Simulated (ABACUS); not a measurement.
Runs of ABACUS 3.10.1 on TiC. The structure is cubic, space group Fm-3m (No. 225). The conventional cell has a = 4.331 Å, b = 4.331 Å, c = 4.331 Å, α = 90.00°, β = 90.00°, γ = 90.00°. Ti (site symmetry m-3m) has 6 C at 2.17 Å as nearest neighbours. C (site symmetry m-3m) is surrounded by 6 Ti at 2.17 Å. The cell is a database's computed one.

```tsv
task	level	potentials or basis	cell	k mesh	cutoff (eV)	symmetry key	max steps of the relaxation	force threshold	optimiser	stress threshold	gap on the mesh (eV)	pressure (GPa)
single point	PBE	PseudoDojo NC SR 0.4.1 PBE standard, plane waves	as given	11 × 11 × 11	1143	1	-	-	-	-	none	0.3
single point	r2SCAN	SG15 ONCV 1.2 PBE, plane waves	as given	7 × 7 × 7	1320	1	-	-	-	-	none	-0.8
single point	HCTH407	PseudoDojo NC SR 0.5 PBE stringent, plane waves	as given	9 × 9 × 9	1143	1	-	-	-	-	none	(a)
relaxation of cell and atoms	BLYP	GBRV ultrasoft 1.5 PBE, plane waves	relaxed	9 × 9 × 9	544	1	60	0.02 eV/Å	cg	0.5 kbar	none	0.0
```

Alike in all rows: no spin polarisation; smearing fermi-dirac 0.05 eV.

Problem. Estimate the missing entries.

Solution. (a) -4.5.

Caveats: the potentials were made for another functional, which shifts forces and pressure (some runs).

A k mesh can miss the band edges.

A gap of «none» marks a metal or a gap under the smearing width.

Not every run made on this cell is shown here.
